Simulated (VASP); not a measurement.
Input:

```xyz
2
Lattice="-0.0467 3.1158 3.1158 3.1158 -0.0467 3.1158 3.0691 3.0691 0.0000" Properties=species:S:1:pos:R:3 pbc="T T T"
Al     0.0000     0.0000     0.0000
Sb     1.5345     1.5345     1.5579
```

Level of theory: PBE GGA, VASP's PBE PAW potentials (set 64) (plane waves; VASP). Numerical set-up: 480 eV cut-off, 8×8×8 Γ-centred mesh, Gaussian smearing of 0.050 eV, potentials Al Sb.

**Question.** Which forces act on the atoms, in eV/Å?

**Answer.** 
```json
[
 {"atom": "Al1", "Fx": "0.000", "Fy": "0.000", "Fz": "-0.206"},
 {"atom": "Sb2", "Fx": "0.000", "Fy": "0.000", "Fz": "0.206"}
]
```

**Question.** Give the stress tensor in GPa (positive for a compressed cell).

**Answer.** 
```
0.09  1.59  0.00
1.59  0.09  0.00
0.00  0.00  0.07
```
The pressure is its mean diagonal, 0.08 GPa.

The compound is AlSb in the zinc blende structure. This cell was strained or had an atom moved on purpose.
